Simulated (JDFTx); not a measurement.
BP:

```
P B
1.0
     0.00000    2.26900    2.26900
     2.26900    0.00000    2.26900
     2.26900    2.26900    0.00000
P B
1 1
Direct
  0.75000 0.75000 0.75000
  0.00000 0.00000 0.00000
```

A run of JDFTx 1.7.0 (patched build) on this cell left the log below. Logs are shortened: lines on timing, memory, paths and dates and some standing lists are left out, and cuts for length are marked.

```text
*************** JDFTx 1.7.0 (patched build) ***************

Input parsed successfully to the following command list (including defaults):
[... the input with its defaults ...]

---------- Setting up symmetries ----------

Found 48 point-group symmetries of the bravais lattice
Found 24 space-group symmetries with basis
Applied RMS atom displacement 5.83028e-16 bohrs to make symmetries exact.

---------- Initializing the Grid ----------
R =
[            0      4.28779      4.28779  ]
[      4.28779            0      4.28779  ]
[      4.28779      4.28779            0  ]
unit cell volume = 157.663
G =
[  -0.732684   0.732684   0.732684  ]
[   0.732684  -0.732684   0.732684  ]
[   0.732684   0.732684  -0.732684  ]
Minimum fftbox size, Smin = [  48  48  48  ]
Chosen fftbox size, S = [  48  48  48  ]

---------- Initializing tighter grid for wavefunction operations ----------
R =
[            0      4.28779      4.28779  ]
[      4.28779            0      4.28779  ]
[      4.28779      4.28779            0  ]
unit cell volume = 157.663
G =
[  -0.732684   0.732684   0.732684  ]
[   0.732684  -0.732684   0.732684  ]
[   0.732684   0.732684  -0.732684  ]
Minimum fftbox size, Smin = [  36  36  36  ]
Chosen fftbox size, S = [  36  36  36  ]

---------- Exchange Correlation functional ----------
Initalized Slater LDA exchange.
Initalized Perdew-Wang LDA correlation.

---------- Setting up pseudopotentials ----------
Width of ionic core gaussian charges (only for fluid interactions / plotting) set to 0

Reading pseudopotential file 'pseudo/P.upf':
[... 49 lines left out ...]

-------- Electronic minimization -----------
Will mix electronic density at each iteration.
	FillingsUpdate:  mu: +0.347058679  nElectrons: 8.000000
	FillingsUpdate:  mu: +0.325614427  nElectrons: 8.000000
SCF: Cycle:  0   F: -9.555651816031048   dF: -6.359e-02   |Residual|: 6.566e-02   |deigs|: 1.831e-01
	FillingsUpdate:  mu: +0.332684221  nElectrons: 8.000000
SCF: Cycle:  1   F: -9.557815949060636   dF: -2.164e-03   |Residual|: 3.607e-02   |deigs|: 1.229e-02
	FillingsUpdate:  mu: +0.340339037  nElectrons: 8.000000
SCF: Cycle:  2   F: -9.558215915378419   dF: -4.000e-04   |Residual|: 3.439e-03   |deigs|: 5.066e-03
	FillingsUpdate:  mu: +0.340598417  nElectrons: 8.000000
SCF: Cycle:  3   F: -9.558223241355496   dF: -7.326e-06   |Residual|: 1.727e-03   |deigs|: 9.032e-04
	FillingsUpdate:  mu: +0.340753516  nElectrons: 8.000000
SCF: Cycle:  4   F: -9.558224192361642   dF: -9.510e-07   |Residual|: 3.535e-04   |deigs|: 3.733e-04
	FillingsUpdate:  mu: +0.340768267  nElectrons: 8.000000
SCF: Cycle:  5   F: -9.558224650086821   dF: -4.577e-07   |Residual|: 1.133e-04   |deigs|: 3.432e-04
	FillingsUpdate:  mu: +0.340751239  nElectrons: 8.000000
SCF: Cycle:  6   F: -9.558224742703125   dF: -9.262e-08   |Residual|: 4.410e-05   |deigs|: 2.546e-04
	FillingsUpdate:  mu: +0.340762419  nElectrons: 8.000000
SCF: Cycle:  7   F: -9.558224785088601   dF: -4.239e-08   |Residual|: 1.226e-05   |deigs|: 3.078e-04
	FillingsUpdate:  mu: +0.340760620  nElectrons: 8.000000
SCF: Cycle:  8   F: -9.558224795708751   dF: -1.062e-08   |Residual|: 1.035e-05   |deigs|: 1.163e-04
	FillingsUpdate:  mu: +0.340760924  nElectrons: 8.000000
SCF: Cycle:  9   F: -9.558224801643322   dF: -5.935e-09   |Residual|: 1.776e-06   |deigs|: 1.547e-04
	FillingsUpdate:  mu: +0.340760599  nElectrons: 8.000000
SCF: Cycle: 10   F: -9.558224802857096   dF: -1.214e-09   |Residual|: 2.554e-06   |deigs|: 6.010e-05
	FillingsUpdate:  mu: +0.340760531  nElectrons: 8.000000
SCF: Cycle: 11   F: -9.558224803588663   dF: -7.316e-10   |Residual|: 2.298e-06   |deigs|: 1.012e-04
	FillingsUpdate:  mu: +0.340760428  nElectrons: 8.000000
SCF: Cycle: 12   F: -9.558224803733102   dF: -1.444e-10   |Residual|: 2.627e-06   |deigs|: 4.265e-05
SCF: Converged (|Delta E|<1.000000e-09 for 2 iters).

Setting wave functions to eigenvectors of Hamiltonian
Converging empty states (this may take a while):
EmptyStates: None of the convergence criteria satisfied.
|deigs|: 1.063e-03

# Stress tensor in Cartesian coordinates [Eh/a0^3]:
[  0.000189857            0            0  ]
[            0  0.000189857            0  ]
[            0            0  0.000189857  ]

# Ionic positions in cartesian coordinates:
ion P   6.431682865200001   6.431682865200001   6.431682865200001 1
ion B   0.000000000000000   0.000000000000000   0.000000000000000 1

# Forces in Cartesian coordinates:
force P  -0.000000000000000   0.000000000000000  -0.000000000000000 1
force B   0.000000000000000   0.000000000000000  -0.000000000000000 1

# Energy components:
   Eewald =      -10.4916197707563548
       EH =        0.6280666164739841
     Eloc =       -2.4992277045816382
      Enl =        1.0744107793856825
      Exc =       -3.3204264425149708
 Exc_core =        0.3872722648714684
       KE =        4.6632994533887278
-------------------------------------
     Etot =       -9.5582248037331023
       TS =        0.0000000000000000
-------------------------------------
        F =       -9.5582248037331023

IonicMinimize: Iter:   0  F: -9.558224803733102  |grad|_K:        nan
IonicMinimize: None of the convergence criteria satisfied after 0 iterations.

#--- Lowdin population analysis ---
# oxidation-state P +0.710
# oxidation-state B -0.654

Dumping 'run.eigStats' ...
	eMin: -0.234279 at state 0 ( [ +0.000000 +0.000000 +0.000000 ] spin 0 )
	HOMO: +0.331562 at state 0 ( [ +0.000000 +0.000000 +0.000000 ] spin 0 )
	mu  : +0.340760
	LUMO: +0.375700 at state 27 ( [ +0.000000 +0.400000 +0.400000 ] spin 0 )
	eMax: +0.881637 at state 30 ( [ +0.000000 +0.500000 +0.500000 ] spin 0 )
	HOMO-LUMO gap: +0.044137
	Optical gap  : +0.124466 at state 0 ( [ +0.000000 +0.000000 +0.000000 ] spin 0 )
WARNING: the last solve of the electrons (or of bands or displaced states from it) ended unconverged.
Done!
[note: mu as printed may lie anywhere between the filled and the empty levels]
```

Question: What input gives this log?

Answer: Single point with LDA, no spin polarisation. The files as run (others can give the same):

BP.in
```
lattice \
    0.0000000000     4.2877885768     4.2877885768 \
    4.2877885768     0.0000000000     4.2877885768 \
    4.2877885768     4.2877885768     0.0000000000
coords-type Cartesian
ion P      6.4316828652     6.4316828652     6.4316828652 1
ion B      0.0000000000     0.0000000000     0.0000000000 1

ion-species pseudo/P.upf
ion-species pseudo/B.upf
elec-cutoff 38 304
elec-ex-corr lda-PW
kpoint-folding 10 10 10
elec-smearing Gauss 0.00091873305
elec-n-bands 9
electronic-SCF nIterations 100 energyDiffThreshold 1e-09
electronic-minimize nIterations 30 energyDiffThreshold 1e-7
converge-empty-states yes
forces-output-coords Cartesian

dump-name run.$VAR
dump End Ecomponents EigStats BandEigs Kpoints Forces Stress
```

Potentials or basis: PseudoDojo-SR-LDA-0.4.1-standard with smoothed tails.
Run with:
```sh
$ jdftx -c 1 -i BP.in -o BP.out
```

Caveat: the empty levels aren't tightly converged.
